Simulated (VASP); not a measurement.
# Zr (Im-3m) in VASP: a series of runs

One crystal, Zr, is run at these levels: PBE, PBEsol; tasks: phonons, elastic constants.

Everything below comes from runs of VASP 6.6.1. Logs are shortened: lines on timing, memory, paths and dates and some standing lists are left out, and cuts for length are marked.

### Step 1. Starting point

The structure is cubic, space group Im-3m (No. 229). The conventional cell has a = 3.620 Å, b = 3.620 Å, c = 3.620 Å, α = 90.00°, β = 90.00°, γ = 90.00°. Zr (site symmetry m-3m) has 8 Zr at 3.14 Å as nearest neighbours.

This isn't the form of Zr at room conditions, which is hcp.

### Step 2. Phonons, PBE

POSCAR

```
Zr
1.0
   -1.8100000000      1.8100000000      1.8100000000
    1.8100000000     -1.8100000000      1.8100000000
    1.8100000000      1.8100000000     -1.8100000000
Zr
1
Direct
    0.0000000000      0.0000000000      0.0000000000
```

INCAR.step1

```
PREC = Accurate
ENCUT = 600
EDIFF = 1E-8
ISMEAR = -1
SIGMA = 0.05
LREAL = False
LASPH = True
NELM = 60
ALGO = Fast
ISIF = 3
LWAVE = False
LCHARG = False
GGA = PE
IBRION = 2
NSW = 40
EDIFFG = -0.002
```

INCAR.step2

```
PREC = Accurate
ENCUT = 600
EDIFF = 1E-8
ISMEAR = -1
SIGMA = 0.05
LREAL = False
LASPH = True
NELM = 60
ALGO = Fast
ISIF = 2
LWAVE = False
LCHARG = False
GGA = PE
IBRION = 8
NSW = 1
```

KPOINTS

```
regular mesh
0
Gamma
  7 7 7
```

Potentials or basis: VASP PAW PBE potentials, release 64 (Zr_sv).

The run is started by

```bash
$ cat potpaw_PBE.64/Zr_sv/POTCAR > POTCAR
$ cp INCAR.step1 INCAR
$ mpirun -np 1 vasp_std > vasp.out
$ cp CONTCAR POSCAR
$ cp INCAR.step2 INCAR
$ mpirun -np 1 vasp_std > vasp.out
```

OUTCAR:

```text
PREC = Accurate
   ENCUT = 600
   EDIFF = 1E-8
   ISMEAR = -1
   LREAL = False
   LASPH = True
   NELM = 60
   ISIF = 2
   GGA = PE
   IBRION = 8
   NSW = 1

 ion  position               nearest neighbor table
   1  0.000  0.000  0.000-

  LATTYP: Found a body centered cubic cell.
 ALAT       =     3.5863378546

  Lattice vectors:

 A1 = (  -1.7931689273,   1.7931689273,   1.7931689273)
 A2 = (   1.7931689273,  -1.7931689273,   1.7931689273)
 A3 = (   1.7931689273,   1.7931689273,  -1.7931689273)

Analysis of symmetry for initial positions (statically):
=====================================================================
 Subroutine PRICEL returns:
 Original cell was already a primitive cell.

 Routine SETGRP: Setting up the symmetry group for a
 body centered cubic supercell.

 Subroutine GETGRP returns: Found 48 space group operations
 (whereof 48 operations were pure point group operations)
 out of a pool of 48 trial point group operations.

The static configuration has the point symmetry O_h .

Analysis of symmetry for dynamics (positions and initial velocities):
=====================================================================
 Subroutine PRICEL returns:
 Original cell was already a primitive cell.

 Routine SETGRP: Setting up the symmetry group for a
 body centered cubic supercell.

 Subroutine GETGRP returns: Found 48 space group operations
 (whereof 48 operations were pure point group operations)
 out of a pool of 48 trial point group operations.

The dynamic configuration has the point symmetry O_h .

 Subroutine INISYM returns: Found 48 space group operations
 (whereof 48 operations are pure point group operations),
 and found     1 'primitive' translations

----------------------------------------------------------------------------------------

                                     Primitive cell

  volume of cell :      23.0634

  direct lattice vectors                    reciprocal lattice vectors
    -1.793168927  1.793168927  1.793168927     0.000000000  0.278835972  0.278835972
     1.793168927 -1.793168927  1.793168927     0.278835972  0.000000000  0.278835972
     1.793168927  1.793168927 -1.793168927     0.278835972  0.278835972  0.000000000

  length of vectors
     3.105859689  3.105859689  3.105859689     0.394333613  0.394333613  0.394333613

  position of ions in fractional coordinates (direct lattice)
     0.000000000  0.000000000  0.000000000

  ion indices of the primitive-cell ions
   primitive index   ion index
                 1           1

----------------------------------------------------------------------------------------

 KPOINTS: regular mesh

Automatic generation of k-mesh.
 Grid dimensions read from file:
 generate k-points for:    7    7    7

 Generating k-lattice:

  Cartesian coordinates                     Fractional coordinates (reciprocal lattice)
     0.000000000  0.039833710  0.039833710     0.142857143  0.000000000  0.000000000
     0.039833710  0.000000000  0.039833710     0.000000000  0.142857143  0.000000000
     0.039833710  0.039833710  0.000000000     0.000000000  0.000000000  0.142857143

  Length of vectors
     0.056333373  0.056333373  0.056333373

  Shift w.r.t. Gamma in fractional coordinates (k-lattice)
     0.000000000  0.000000000  0.000000000

 Subroutine IBZKPT returns following result:
 ===========================================

 Found     20 irreducible k-points:

 Following reciprocal coordinates:
            Coordinates               Weight
  0.000000  0.000000  0.000000      1.000000
  0.142857  0.000000  0.000000     12.000000
  0.285714  0.000000  0.000000     12.000000
[... 57 lines left out ...]
  Fermi-wavevector in a.u.,A,eV,Ry     =   1.316722  2.488244 23.589189  1.733756
  Thomas-Fermi vector in A             =   2.446814
   LORBIT       =      0    0 simple, 1 ext, 2 COOP (PROOUT), +10 PAW based schemes
   GGA     = PE    functional components
   LHFCALC =     F    Hartree Fock is set to
   AEXX    =    0.0000 exact exchange contribution
   IVDW    =     0    specifies the selected vdW correction
   LEPSILON=     F    determine dielectric tensor
   LRPA    =     F    only Hartree local field effects (RPA)
 non-spin polarized calculation
 RMM-DIIS sequential band-by-band and
  energy-cutoff  :      600.00
  volume of cell :       23.06
 maximum number of plane-waves:       782
 NGX is ok and might be reduce to    28
   NGX = 13   NGY = 13   NGZ = 13

--------------------------------------- Ionic step        1  -------------------------------------------

 number of electron      12.0000000 magnetization

 Free energy of the ion-electron system (eV)
  ---------------------------------------------------
  ext. energy  EPLUGINS =         0.00000000
  ---------------------------------------------------
  free energy    TOTEN  =        -8.39635804 eV

  energy without entropy =       -8.36354002  energy(sigma->0) =       -8.37994903

 E-fermi :   8.8662     XC(G=0): -11.1197

 val. band max:        8.8194978502   @ k =  -0.4286  -0.4286   0.1429
 cond. band min:       8.8907921738   @ k =  -0.2857   0.2857   0.1429
 fundamental gap:      0.0712943237
 Fermi energy:         8.8662424723

 k-point     1 :       0.0000    0.0000    0.0000
  band No.  band energies     occupation
      1     -39.6578      2.00000
      2     -17.1584      2.00000
      3     -17.1584      2.00000
      4     -17.1584      2.00000
      5       3.4308      2.00000
      6       9.9438      0.00000
      7       9.9438      0.00000
      8       9.9438      0.00000
      9      12.4400      0.00000
     10      12.4400      0.00000
[... 235 lines left out ...]
 k-point    20 :      -0.4286    0.4286    0.4286
  band No.  band energies     occupation
      1     -39.4003      2.00000
      2     -17.8426      2.00000
      3     -17.8058      2.00000
      4     -17.8058      2.00000
      5       6.4424      2.00000
      6       6.5050      2.00000
      7      13.2086      0.00000
      8      13.2086      0.00000
      9      14.1705      0.00000
     10      15.4509      0.00000

------------------------ aborting loop because EDIFF is reached ----------------------------------------

  FORCE on cell =-STRESS in cart. coord.  units (eV):
  Direction    XX          YY          ZZ          XY          YZ          ZX
  --------------------------------------------------------------------------------------
  -------------------------------------------------------------------------------------
  Total       -0.0014248     -0.0014248     -0.0014248      0.0000000      0.0000000     -0.0000000
  in kB       -0.0989808     -0.0989808     -0.0989808      0.0000000      0.0000000     -0.0000000
  external PRESSURE =      -0.0989808 kB  Pullay stress =       0.0000000 kB

 VOLUME and BASIS-vectors are now :
 -----------------------------------------------------------------------------
  energy-cutoff  :      600.00
  volume of cell :       23.06
      direct lattice vectors                 reciprocal lattice vectors
    -1.793168927  1.793168927  1.793168927     0.000000000  0.278835972  0.278835972
     1.793168927 -1.793168927  1.793168927     0.278835972  0.000000000  0.278835972
     1.793168927  1.793168927 -1.793168927     0.278835972  0.278835972  0.000000000

 POSITION                                       TOTAL-FORCE (eV/Angst)
 -----------------------------------------------------------------------------------
      0.00000      0.00000      0.00000         0.000000     -0.000000     -0.000000
 -----------------------------------------------------------------------------------
    total drift:                               -0.000000     -0.000000     -0.000000

  FREE ENERGIE OF THE ION-ELECTRON SYSTEM (eV)
  ---------------------------------------------------
  free  energy   TOTEN  =        -8.3963580420 eV

  energy  without entropy=       -8.3635400163  energy(sigma->0) =       -8.37994903

[... ionic steps 2 to 3 ...]

--------------------------------------- Ionic step        4  -------------------------------------------

 Free energy of the ion-electron system (eV)
  ---------------------------------------------------
  ---------------------------------------------------
  free energy    TOTEN  =        -0.62021680 eV

  energy without entropy =       -0.62021680

------------------------ aborting loop because EDIFF is reached ----------------------------------------

 INTERNAL STRAIN TENSOR  FOR ION    1  DIRECTION 1   (eV/Angst):
 -----------------------------------------------------------------------------
     0.03551 -0.00000 -0.00000
     0.00000  0.00998  0.00000
     0.00000  0.00000  0.00998

 INTERNAL STRAIN TENSOR FOR ION    1 for displacements in x,y,z  (eV/Angst):
          X           Y           Z          XY          YZ          ZX
  --------------------------------------------------------------------------------
  x     0.00000     0.00000     0.00000     0.00000     0.00000     0.00000
  y     0.00000     0.00000     0.00000     0.00000     0.00000     0.00000
  z     0.00000     0.00000     0.00000     0.00000     0.00000     0.00000

 SECOND DERIVATIVES (NOT SYMMETRIZED)
 ------------------------------------
               1X          1Y          1Z
  1X     0.005666    0.000000    0.000000
  1Y     0.000000    0.005666    0.000000
  1Z     0.000000    0.000000    0.005666

 Eigenvectors and eigenvalues of the dynamical matrix
 ----------------------------------------------------

   1 f/i=    0.123208 THz     0.774142 2PiTHz    4.109792 cm-1     0.509549 meV
             X         Y         Z           dx          dy          dz
      0.000000  0.000000  0.000000     1.000000    0.000000    0.000000

   2 f/i=    0.123208 THz     0.774142 2PiTHz    4.109792 cm-1     0.509549 meV
             X         Y         Z           dx          dy          dz
      0.000000  0.000000  0.000000     0.000000    1.000000    0.000000

   3 f/i=    0.123208 THz     0.774142 2PiTHz    4.109792 cm-1     0.509549 meV
             X         Y         Z           dx          dy          dz
      0.000000  0.000000  0.000000     0.000000    0.000000    1.000000

--------------------------------------------------------------------------------------------------------

 ELASTIC MODULI CONTR FROM IONIC RELAXATION (kBar)
 Direction    XX          YY          ZZ          XY          YZ          ZX
 --------------------------------------------------------------------------------
 XX           0.0000      0.0000      0.0000      0.0000      0.0000      0.0000
 YY           0.0000      0.0000      0.0000      0.0000      0.0000      0.0000
 ZZ           0.0000      0.0000      0.0000      0.0000      0.0000      0.0000
 XY           0.0000      0.0000      0.0000      0.0000      0.0000      0.0000
 YZ           0.0000      0.0000      0.0000      0.0000      0.0000      0.0000
 ZX           0.0000      0.0000      0.0000      0.0000      0.0000      0.0000
 --------------------------------------------------------------------------------
```

Wall time 79 s (1 thread of Intel Xeon 6975P-C (Granite Rapids), shared host); peak memory 0.17 GiB.

Results:

- Relaxed volume: 23.06 Å³/atom
- Relaxed cell: a = 3.106 Å, b = 3.106 Å, c = 3.106 Å, α = 109.47°, β = 109.47°, γ = 109.47°
- Space group after relaxing (to 0.05 Å): Im-3m (No. 229)

The path:
| step | energy change (eV) | largest force (eV/Å) | pressure (GPa) | volume (Å³) |
| --- | --- | --- | --- | --- |
| 1 | 0.0000 | 0.0000 | -2.01 | 23.72 |
| 2 | -0.0029 | 0.0000 | 1.12 | 22.71 |
| 3 | -0.0041 | 0.0000 | 0.00 | 23.06 |

Final structure:
```cif
data_structure
_symmetry_space_group_name_H-M 'P 1'
_symmetry_Int_Tables_number 1
_cell_length_a 3.1059
_cell_length_b 3.1059
_cell_length_c 3.1059
_cell_angle_alpha 109.471
_cell_angle_beta 109.471
_cell_angle_gamma 109.471
_cell_volume 23.06
loop_
_atom_site_label
_atom_site_type_symbol
_atom_site_fract_x
_atom_site_fract_y
_atom_site_fract_z
_atom_site_occupancy
Zr1 Zr 0.00000 0.00000 0.00000 1
```

### Step 3. Elastic constants, PBE

POSCAR is that of step 2.

INCAR.step1

```
SYSTEM = Zr
ALGO = Fast ; EDIFF = 1E-8
EDIFFG = -0.002 ; ENCUT = 600
GGA = PE ; IBRION = 2
ISIF = 3 ; ISMEAR = -1
LASPH = .TRUE. ; LCHARG = .FALSE.
LREAL = .FALSE. ; LWAVE = .FALSE.
NELM = 60 ; NSW = 40
PREC = Accurate ; SIGMA = 0.05
```

INCAR.step2

```
SYSTEM = Zr
ALGO = Fast ; EDIFF = 1E-8
ENCUT = 600 ; GGA = PE
IBRION = 6 ; ISIF = 3
ISMEAR = -1 ; LASPH = .TRUE.
LCHARG = .FALSE. ; LREAL = .FALSE.
LWAVE = .FALSE. ; NELM = 60
NFREE = 2 ; NSW = 1
POTIM = 0.015 ; PREC = Accurate
SIGMA = 0.05
```

KPOINTS

```
k-points
0
G
  7 7 7
  0 0 0
```

Potentials or basis: VASP PAW PBE potentials, release 64 (Zr_sv).

The run is started by

```bash
$ cat potpaw_PBE.64/Zr_sv/POTCAR > POTCAR
$ cp INCAR.step1 INCAR
$ mpirun -np 1 vasp_std > vasp.out
$ cp CONTCAR POSCAR
$ cp INCAR.step2 INCAR
$ mpirun -np 1 vasp_std > vasp.out
```

It took 4.9 min on 1 thread of Intel Xeon 6975P-C (Granite Rapids), shared host; peak memory 0.2 GiB.

Results (log left out):

- Relaxed volume: 23.06 Å³/atom
- Relaxed cell: a = 3.106 Å, b = 3.106 Å, c = 3.106 Å, α = 109.47°, β = 109.47°, γ = 109.47°
- Space group after relaxing (to 0.05 Å): Im-3m (No. 229)
- Elastic constants C11, C12, C44: -19, 119, -4 GPa
- Voigt bulk modulus: 73 GPa

Step by step:
```tsv
step	energy change (eV)	largest force (eV/Å)	pressure (GPa)	volume (Å³)
1	0.0000	0.0000	-2.01	23.72
2	-0.0029	0.0000	1.12	22.71
3	-0.0041	0.0000	0.00	23.06
```

Final structure:
```
Zr
1.0
    -1.79317    1.79317    1.79317
     1.79317   -1.79317    1.79317
     1.79317    1.79317   -1.79317
Zr
1
Direct
  0.00000 0.00000 0.00000
```

Elastic tensor in Voigt notation (GPa, in the Cartesian axes of the cell as first typed):
```
-19 119 119   0   0   0
119 -19 119   0   0   0
119 119 -19   0   0   0
  0   0   0  -4   0   0
  0   0   0   0  -4   0
  0   0   0   0   0  -4
```

Clamped-ion elastic tensor (GPa):
```
-19 119 119   0   0   0
119 -19 119   0   0   0
119 119 -19   0   0   0
  0   0   0  -4   0   0
  0   0   0   0  -4   0
  0   0   0   0   0  -4
```

Caveat: the elastic tensor has a negative eigenvalue, so either the cell is unstable as it stands or the mesh is too thin.

(Part 1 of 2 ends here.)
